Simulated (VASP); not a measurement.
Wanted: the native input for a VASP 6.6.1 run.

- Task: electrostatic potential
- Functional: PBE
- Potentials or basis: VASP PAW PBE potentials, release 64 (Zn)
- Cutoff: 520 eV
- k mesh: 18 × 18 × 10
- Occupations: methfessel-paxton, width 0.1 eV
- Spin: no spin polarisation
- Further INCAR settings: ALGO = Normal; EDIFF = 1e-06

The structure of Zn lies in POSCAR:

```
Zn                                      
1.0
    2.6383800531     -0.0000000000      0.0000000000
   -1.3191900265      2.2849041529     -0.0000000000
   -0.0000000000     -0.0000000000      5.0997702740
  Zn            
     2
Direct
     0.3333333300000021    0.6666666699999979    0.2500000000000000
     0.6666666699999979    0.3333333300000021    0.7500000000000000
```

The cell was built by a generator and needn't be a form met in nature.

One way to write it, as run:

INCAR

```
PREC = Accurate
ENCUT = 520
EDIFF = 1E-6
ISMEAR = 1
SIGMA = 0.1
LREAL = False
LASPH = True
NELM = 100
ALGO = Normal
ISIF = 2
LWAVE = False
LCHARG = True
GGA = PE
LVHAR = True
```

KPOINTS

```
Automatic mesh
0
Gamma
  18 18 10
```

Potentials or basis: VASP PAW PBE potentials, release 64 (Zn).

Run with:

```console
$ cat potpaw_PBE.64/Zn/POTCAR > POTCAR
$ mpirun -np 1 vasp_std > vasp.out
```

Results of the run:

* Pressure: 0.1 GPa
* Band gap on the k mesh: none (metal or under the smearing width)

Wall time 30 s on 1 thread of Intel(R) Xeon(R) 6975P-C (Granite Rapids), on a shared host, peak memory 0.21 GiB.
